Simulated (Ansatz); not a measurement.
# SnO2 (2H monolayer): G0W0 under other settings

Aim: change settings of a G0W0 run on SnO2 (2H monolayer) and see what moves.

Calculated with Ansatz 0.2.0; G0W0 on PBEsol, plane waves, PAW; PAW set soft_1.

## Step 1: Starting point

The cell holds 3 atoms: 1 Sn and 2 O. Its edges and angles: a = 3.063 Å, b = 3.063 Å, c = 28.100 Å, α = 90.0°, β = 90.0°, γ = 120.0°. Vacuum lies along c.

As a file:

```cif
data_structure
_symmetry_space_group_name_H-M 'P 1'
_symmetry_Int_Tables_number 1
_cell_length_a 3.0634
_cell_length_b 3.0634
_cell_length_c 28.1000
_cell_angle_alpha 90.000
_cell_angle_beta 90.000
_cell_angle_gamma 120.000
_cell_volume 228.37
loop_
_atom_site_label
_atom_site_type_symbol
_atom_site_fract_x
_atom_site_fract_y
_atom_site_fract_z
_atom_site_occupancy
Sn1 Sn 0.33333 0.66667 0.50000 1
O2 O 0.66667 0.33333 0.54345 1
O3 O 0.66667 0.33333 0.45655 1
```

The structure was relaxed with PBEsol. The runs that relaxed it are not among those shown. The Coulomb interaction is cut off across the vacuum.

## Step 2: The base run: 6×6×1 mesh, 205 empty bands, screening to 54 eV, PAW set soft_1 files

Now the one-shot GW correction: screening in the RPA, then the self-energy of the levels asked for. This step takes PAW set soft_1 files.

The input, input.yaml:

```yaml
crystal:
  lattice:
    - [3.0633657874, 0.0, 0.0]
    - [-1.5316828937, 2.652952593, 0.0]
    - [0.0, 0.0, 28.1]
  atoms:
    - { symbol: Sn, position: [0.3333333333, 0.6666666667, 0.5] }
    - { symbol: O, position: [0.6666666667, 0.3333333333, 0.5434533073] }
    - { symbol: O, position: [0.6666666667, 0.3333333333, 0.4565466927] }
  periodic: [true, true, false]
kpoints:
  mp_grid: { grid: [6, 6, 1] }
hamiltonian:
  xc: pbesol
  pseudopotentials: { kind: paw, azcp: { folder: soft_1 }, xc_functional: pbe }
scf:
  occupations: { method: fixed }
gw:
  n_empty_bands: 205
  ecut_chi: 54.0
  qp_bands: [v2, c2]
  qp_kpoints: band_edges
  screening: { model: contour_deformation }
```

Run with:

```
$ ansatz run input.yaml --threads 8 --pin off --max-ram 17510MiB --backend cpu --events-out ev --progress --plain --runs-dir out
```

Numbers of over 12 decimals in the logs are rounded to 6 here.

The log of the run:

```text
Engine: ansatz 0.2.0, aarch64-unknown-linux-gnu
Pseudopotentials: kind: paw
Pseudopotential: Sn, paw, valence charge 14, recommended cutoff 420 eV (normal), soft_1/Sn.paw.azcp
Pseudopotential: O, paw, valence charge 6, recommended cutoff 420 eV (normal), soft_1/O.paw.azcp
Functional definition: PBEsol
  exchange = pbesol_x
  correlation = pbesol_c
Crystal: 3 atoms, lattice volume = 228.368 Å³
Basis set: ecut = 420 eV, 4437 PW (Γ)
Bands: 17, of which v1, the nominal top of the filled ones, is band 13 counted from 1 (12 counted from 0)
Symmetry: 12 space group operations
Space group: P-6m2 (ITA 187), of the structure as read, at distance tolerance 6.1e-5 Å
k-points: 7 of 36 (time reversal used)
Non-local potential: Sn, projectors of the file, l = 0: 2, l = 1: 2, l = 2: 2, l = 3: 1
Non-local potential: O, projectors of the file, l = 0: 2, l = 1: 2, l = 2: 1
PAW form: soft (Blöchl's): semilocal exchange-correlation on the pseudo side does not see the compensation charge
PAW frozen core: Sn, regenerated for the run's functional, and the local potential with it (the file was generated under x = pbe(κ = 0.804, μ = 0.219515), c = pbe(β = 0.066725))
PAW frozen core: O, regenerated for the run's functional, and the local potential with it (the file was generated under x = pbe(κ = 0.804, μ = 0.219515), c = pbe(β = 0.066725))
PAW one-centre angular grid: Sn, 590 points (default); XC on 64 Gauss nodes
PAW one-centre angular grid: O, 110 points (default); XC on 64 Gauss nodes
Initial density: superposition of atomic densities (neutral atoms: chi_scale 0, normalization atom)
Initial wavefunctions: pseudopotential atomic-orbital guess
Functional: x = pbesol(κ = 0.804, μ = 0.123457), c = pbesol(β = 0.046)
SCF iter   1: F=—  HF=-7072.194421 eV  |F-HF|=—  |Δ(HF+E_count)|=         —  Δρ=5.88e-2  dr2=9.62e0  ethr=3.10e-3  ⟨swp⟩=7.1  Hψ=693  notcnv=0  defer=14
preconditioner: auto → none  [insulator: Δε(μ)=2.406 eV  Ē_g=18.782 eV  n_scr=16 (ndim 8)  ℏωp=12.5 eV  f_vac=0.795  ε∞_Penn≈1.4]
SCF iter   2: F=—  HF=-7070.778125 eV  |F-HF|=—  |Δ(HF+E_count)|=    1.42e0  Δρ=4.94e-2  dr2=4.40e0  ethr=3.10e-3  ⟨swp⟩=5.6  Hψ=485  notcnv=0  defer=14
SCF iter   3: F=—  HF=-7069.627802 eV  |F-HF|=—  |Δ(HF+E_count)|=    1.15e0  Δρ=1.00e-2  dr2=1.06e-1  ethr=3.10e-3  ⟨swp⟩=4.9  Hψ=388  notcnv=0  defer=14
SCF iter   4: F=—  HF=-7069.611447 eV  |F-HF|=—  |Δ(HF+E_count)|=   1.64e-2  Δρ=1.58e-3  dr2=8.36e-3  ethr=4.07e-4  ⟨swp⟩=3.7  Hψ=321  notcnv=0  defer=14
SCF iter   5: F=—  HF=-7069.608226 eV  |F-HF|=—  |Δ(HF+E_count)|=   3.22e-3  Δρ=5.41e-4  dr2=4.56e-4  ethr=3.22e-5  ⟨swp⟩=3.6  Hψ=279  notcnv=0  defer=14
SCF iter   6: F=—  HF=-7069.608127 eV  |F-HF|=—  |Δ(HF+E_count)|=   9.82e-5  Δρ=2.28e-4  dr2=6.42e-5  ethr=1.75e-6  ⟨swp⟩=3.4  Hψ=297  notcnv=0  defer=14
[...]
E_smearing   = -0.000000  (= −TS)
  E_closure    = -0.000000  (closes the sum)
  Σ components = -7069.608111   (vs F -7069.608111, Δ=0.00e0)
--- Band table (eV; the first three rows and the last of 7) ---
  k-point 0: bands = [... 9 lower, -9.8864, -9.3304, -9.3304, -9.2339, -7.8169, -2.6895, -0.2674, -0.0614]
  k-point 1: bands = [... 9 lower, -10.2732, -10.2512, -9.3741, -9.0723, -6.5784, -1.4866, -0.0446, 0.3789]
  k-point 2: bands = [... 9 lower, -11.6993, -10.9348, -9.4593, -8.7461, -5.2436, -2.7524, 0.4129, 1.8748]
  k-point 6: bands = [... 9 lower, -11.9013, -11.6013, -10.5020, -8.5082, -3.6550, -3.5769, 1.4843, 2.0889]
--- G₀W₀: contour deformation, 7 samples at zero and on the imaginary axis and 3 off it, 36 q-points, 205 empty bands' worth ---
  eigenvalues of the whole cell's RPA ε∞ on this k-mesh (on a slab, of 1 + 4πα/V) = 1.1176, 1.9370, 1.9370; static W/v taken at q = 0 is 0.673070
  gw.qp_kpoints: band_edges: 7 of 7 stored k-points solved, in 1 pass; an edge of the gap read off the rows below is read off those points alone
  `?` marks the rows in doubt; gw_qp.tsv's column doubts and the gw_qp event give each row's grounds
    ik  band        ε_KS         Σx   Σc(E_QP)       V_xc       Z   E_QP_lin       E_QP  E_QP is
     0    12     -9.3304   -25.6825     4.2731   -20.9150  0.7092    -9.8347    -9.8248  root
     0    13     -9.2339   -25.1373     4.9476   -19.4594  0.6922    -9.9902    -9.9641  root
     0    14     -7.8169   -14.2269    -1.7318   -17.1131  0.7515    -6.6175    -6.6624  root
     0    15     -2.6895    -8.3694    -3.7264   -13.2282  0.8035    -1.5076    -1.5571  root
     1    12     -9.3741   -25.7362     4.2880   -20.9359  0.7087    -9.8968    -9.8864  root
     1    13     -9.0723   -25.3724     4.9272   -19.7212  0.6939    -9.8209    -9.7963  root
     1    14     -6.5784   -15.1543    -2.1157   -18.5953  0.7486    -5.1673    -5.2531  root
     1    15     -1.4866    -8.9258    -3.8265   -13.9885  0.7897    -0.1712    -0.2504  root
[...]
2    14     -5.2436   -14.3501    -3.0058   -18.8147  0.7499    -3.6493    -3.7849  root ?
     2    15     -2.7524   -10.8409    -4.1232   -16.4182  0.7601    -1.1589    -1.2983  root ?
[...]
3    14     -4.5713   -12.6168    -3.5724   -17.6711  0.7721    -2.9484    -3.0895  root ?
     3    15     -4.0220   -12.8840    -3.4933   -17.8374  0.7506    -2.4232    -2.5620  root ?
[...]
4    14     -5.3721   -15.1746    -2.7917   -19.4353  0.7419    -3.7629    -3.9032  root ?
     4    15     -1.7231   -10.9249    -4.4774   -16.8970  0.7512    -0.0472    -0.2284  root ?
     5    12     -9.9352   -25.3638     4.3779   -20.3737  0.7019   -10.5686   -10.5474  root
     5    13     -8.5820   -26.2827     4.8874   -20.7140  0.6991    -9.2850    -9.2633  root
     5    14     -4.3429   -14.3835    -3.3764   -19.3111  0.7473    -2.6151    -2.7917  root ?
     5    15     -3.2950   -12.4026    -3.8662   -17.7766  0.7556    -1.6224    -1.7871  root ?
     6    12    -10.5020   -24.8897     4.4583   -19.7317  0.7134   -11.2367   -11.2018  root
     6    13     -8.5082   -26.4270     4.8896   -20.8618  0.6996    -9.2041    -9.1838  root
     6    14     -3.6550   -12.0262    -3.6279   -17.0836  0.7532    -2.0969    -2.2255  root ?
     6    15     -3.5769   -15.3185    -3.7830   -20.8137  0.7432    -1.6002    -1.8647  root ?
[key lines of the parts left out:]
SCF converged after 8 iterations
Free energy (F): -7069.608111 eV
Fermi energy:    -8.508191 eV
```

Elapsed: 20 s, on 8 threads of Arm Neoverse V2, shared host; peak memory 2.2 GiB; 2.5 min of CPU time.

This step gave:

```yaml
bands_summed: 218
plane_waves_in_the_screening_matrix: 195
q_points_in_the_mesh: 36
g0w0_gap_on_the_mesh: 2.521 eV
k_of_the_valence_top: 0.3333, 0.3333, 0
k_of_the_conduction_bottom: 0, 0, 0
starting_gap_on_the_mesh: 0.6913 eV
z_at_the_valence_top: 0.6996
z_at_the_conduction_bottom: 0.7515
least_direct_g0w0_gap_on_the_computed_points: 3.162 eV
```

The gap on the mesh goes from 0.69 eV to 2.52 eV, a correction of +1.83 eV. Between the two edge states, bare exchange in place of the xc potential would open the gap by 8.45 eV, and correlation takes back 6.62 eV.

## Step 3: Variant: frequency model

Changes to input.yaml since step 2:

```diff
@@ -22,2 +22,2 @@
   qp_kpoints: band_edges
-  screening: { model: contour_deformation }
+  screening: { model: godby_needs }
```

The log of the run:

```text
[...]
Crystal: 3 atoms, lattice volume = 228.368 Å³
Basis set: ecut = 420 eV, 4437 PW (Γ)
Bands: 17, of which v1, the nominal top of the filled ones, is band 13 counted from 1 (12 counted from 0)
[... 1 set-up line as in the run before ...]
[...]
k-points: 7 of 36 (time reversal used)
[...]
SCF iter   1: F=—  HF=-7072.194421 eV  |F-HF|=—  |Δ(HF+E_count)|=         —  Δρ=5.88e-2  dr2=9.62e0  ethr=3.10e-3  ⟨swp⟩=7.1  Hψ=693  notcnv=0  defer=14
[...]
SCF iter   8: F=-7069.608111 eV  HF=-7069.608111 eV  |F-HF|=3.19e-8  |Δ(HF+E_count)|=   1.02e-6  Δρ=5.33e-6  dr2=4.83e-8  ethr=3.85e-10  ⟨swp⟩=14.4  Hψ=969  notcnv=0
SCF 1 converged in 8 iterations: F = -7069.608111 eV  dr2 = 4.83e-8
[...]
NSCF: frozen V_eff on 7 k-points
G₀W₀ screening: q 1/7
[... further progress lines ...]
SCF converged after 8 iterations
Free energy (F): -7069.608111 eV
[...]
Internal energy: -7069.608111 eV  (E = F + TS)
E sigma→0 (E₀):  -7069.608111 eV
Fermi energy:    -8.508191 eV
[...]
--- Band table (eV; the first three rows and the last of 7) ---
  k-point 0: bands = [... 9 lower, -9.8864, -9.3304, -9.3304, -9.2339, -7.8169, -2.6895, -0.2674, -0.0614]
  k-point 1: bands = [... 9 lower, -10.2732, -10.2512, -9.3741, -9.0723, -6.5784, -1.4866, -0.0446, 0.3789]
  k-point 2: bands = [... 9 lower, -11.6993, -10.9348, -9.4593, -8.7461, -5.2436, -2.7524, 0.4129, 1.8748]
  k-point 6: bands = [... 9 lower, -11.9013, -11.6013, -10.5020, -8.5082, -3.6550, -3.5769, 1.4843, 2.0889]
--- G₀W₀: ω_p = 36.1993 eV, 36 q-points, 205 empty bands' worth ---
[...]
GN-PPA: 278336/1499973 pairs with Re ω̃² < 0 across q-mesh
[...]
0    12     -9.3304   -25.6825     4.2451   -20.9150  0.7819    -9.8548    -9.8528  root
     0    13     -9.2339   -25.1373     4.8394   -19.4594  0.7790   -10.0781   -10.0724  root
     0    14     -7.8169   -14.2269    -1.5764   -17.1131  0.8184    -6.5021    -6.5070  root
     0    15     -2.6895    -8.3694    -3.6664   -13.2282  0.8505    -1.4876    -1.4972  root
     1    12     -9.3741   -25.7362     4.2555   -20.9359  0.7821    -9.9210    -9.9189  root
     1    13     -9.0723   -25.3724     4.8307   -19.7212  0.7791    -9.8982    -9.8928  root
     1    14     -6.5784   -15.1543    -1.8731   -18.5953  0.8122    -5.0020    -5.0105  root
     1    15     -1.4866    -8.9258    -3.7055   -13.9885  0.8411    -0.1184    -0.1293  root
[...]
6    12    -10.5020   -24.8897     4.3273   -19.7317  0.7841   -11.3387   -11.3327  root
     6    13     -8.5082   -26.4270     4.8366   -20.8618  0.7785    -9.2409    -9.2368  root
     6    14     -3.6550   -12.0262    -3.3364   -17.0836  0.8222    -1.9185    -1.9341  root
     6    15     -3.5769   -15.3185    -3.2920   -20.8137  0.8121    -1.3478    -1.3738  root
```

It took 19 s on 8 threads; peak memory 2.2 GiB.

The G0W0 gap on the mesh is 2.730 eV.

Against the base:

```csv
setting,base,variant
frequency model,contour deformation,plasmon pole
```

```csv
quantity,variant,base
starting gap on the mesh,0.691,0.691
G0W0 gap on the mesh,2.730,2.521
least direct G0W0 gap on the computed points,3.346,3.162
Z at the valence top,0.778,0.700
Z at the conduction bottom,0.818,0.752
```

## Step 4: Summary of results

| Item | Value |
| --- | --- |
| base | 2.52 eV, 20 s |
| frequency model | 2.73 eV, 19 s |

What this shows: Frequency model: the gap moves by +0.21 eV. All runs here use a coarse mesh and modest cutoffs; they test settings and are not final values. The mesh in the plane is coarse for a sheet; gap and any exciton binding can still move on denser ones. The many-body steps are scalar-relativistic: spin-orbit coupling is not in them.

[Paths, hosts, dates, memory and timing lines, banners, echoed tables and standing remarks are left out of the program output.]

[Logs are printed without paths, hosts, clocks, repeated set-up lines and the standing remarks that a program may print on its own settings, such as how far it seeks lower states.]

[Runs of the session that timed out or met a known fault of the program may be left out.]

[Cells called generated may have been cut or substituted from an entry of the Crystallography Open Database or the Materials Project.]

[Hosts, paths, dates, database ids (printed as entryN), source tags and the programs' standing remarks are cut or masked in the printed files.]
